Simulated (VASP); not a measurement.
Set up this calculation in VASP 6.6.1, as the native input.

- Task: single point
- Functional: PBE
- Potentials or basis: VASP PAW PBE potentials, release 64 (K_sv, Br)
- Cutoff: 520 eV
- k mesh: 5 × 5 × 5
- Occupations: gaussian, width 0.01 eV
- Spin: no spin polarisation
- Dipole correction: no
- Further INCAR settings: ALGO = Fast; EDIFF = 1e-06; NBANDS = 15

The structure of KBr lies in POSCAR:

```
KBr
1.0
    0.0000000000      3.3576535488      3.3576535488
    3.3576535488      0.0000000000      3.3576535488
    3.3576535488      3.3576535488      0.0000000000
K Br
1 1
Direct
    0.0000000000      0.0000000000      0.0000000000
    0.5000000000      0.5000000000      0.5000000000
```

One way to write it, as run:

INCAR

```
PREC = Accurate
ENCUT = 520
EDIFF = 1E-6
ISMEAR = 0
SIGMA = 0.01
LREAL = False
LASPH = True
NELM = 60
ALGO = Fast
ISIF = 2
LWAVE = False
LCHARG = False
GGA = PE
NBANDS = 15
```

KPOINTS

```
regular mesh
0
Gamma
  5 5 5
```

Potentials or basis: VASP PAW PBE potentials, release 64 (K_sv, Br).

Run with:

```console
$ cat potpaw_PBE.64/K_sv/POTCAR potpaw_PBE.64/Br/POTCAR > POTCAR
$ mpirun -np 1 vasp_std > vasp.out
```

Results of the run:

| Quantity | Value |
| --- | --- |
| Pressure | 0.0 GPa |
| Band gap on the k mesh | 4.30 eV, direct |

Run time: 14 s on 1 thread of Intel(R) Xeon(R) Platinum 8488C (Sapphire Rapids) (shared host), peak memory 0.19 GiB.
